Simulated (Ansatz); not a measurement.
# HgTe (F-43m), comparing deformations

These are results of DFT PBE, scalar-relativistic, plane waves, PAW (Ansatz), not measurements. Settings: plane waves to 420 eV, k-mesh 16×16×16 (Γ-centred), Gaussian smearing 0.15 eV. Spin–orbit coupling is left out, which can shift energies with elements as heavy as these. No spin polarisation. Energies are free energies at this smearing, counted from the undisturbed cell; pressure is positive in compression.

Reference structure (relaxed at this level):

```yaml
crystal:
  lattice:
    - [0.00000, 3.32480, 3.32480]
    - [3.32480, 0.00000, 3.32480]
    - [3.32480, 3.32480, 0.00000]
  atoms:
    - { symbol: Hg, position: [0.00000, 0.00000, 0.00000] }
    - { symbol: Te, position: [0.75000, 0.75000, 0.75000] }
```

The cell is strained by ε times a Voigt pattern (xx, yy, zz, yz, xz, xy; engineering shear) with fractional coordinates fixed. τ = (1/V0) dE/dε comes from the stress tensor. Of each scan, only the three points used here are listed.

| pattern | ε | τ (GPa) |
| --- | --- | --- |
| (1, 1, 0, 0, 0, 0) | -0.0250 | -4.11 |
| (1, 1, 0, 0, 0, 0) | 0.0000 | -0.03 |
| (1, 1, 0, 0, 0, 0) | 0.0250 | 3.28 |
| (0, 0, 1, 0, 0, 0) | -0.0250 | -1.165 |
| (0, 0, 1, 0, 0, 0) | 0.0000 | -0.016 |
| (0, 0, 1, 0, 0, 0) | 0.0250 | 1.045 |
| (0, 1, 0, 0, 0, 0) | -0.0200 | -0.928 |
| (0, 1, 0, 0, 0, 0) | 0.0000 | -0.016 |
| (0, 1, 0, 0, 0, 0) | 0.0100 | 0.419 |

**Question.** Which constants do the scans give, and which deformation costs least for the same size of strain tensor?

**Answer.** The slope dτ/dε at zero (parabola through three points) is pᵀCp: (1, 1, 0, 0, 0, 0) gives 2(C11 + C12) = 148 GPa; (0, 0, 1, 0, 0, 0) gives C11 = 44 GPa; (0, 1, 0, 0, 0, 0) gives C11 = 44 GPa. The size of the strain tensor, ε:ε, is ε² times 2.0, 1.0, 1.0. Per unit of it the stiffnesses are 74, 44, 44 GPa, so (0, 1, 0, 0, 0, 0) is the softest of these, level with (0, 0, 1, 0, 0, 0) (alike by symmetry): at ε:ε = (1 %)² the quadratic term costs 0.51 meV/atom against 0.85 for the stiffest.

**Question.** What else follows for this cubic crystal?

**Answer.** From the unrounded slopes C11 = 44.2 and C12 = 29.7 GPa, so B = (C11 + 2 C12)/3 = 35 GPa and the Poisson ratio for a pull along a cube edge is C12/(C11 + C12) = 0.40.

In a metal these slopes depend on the k mesh and the smearing.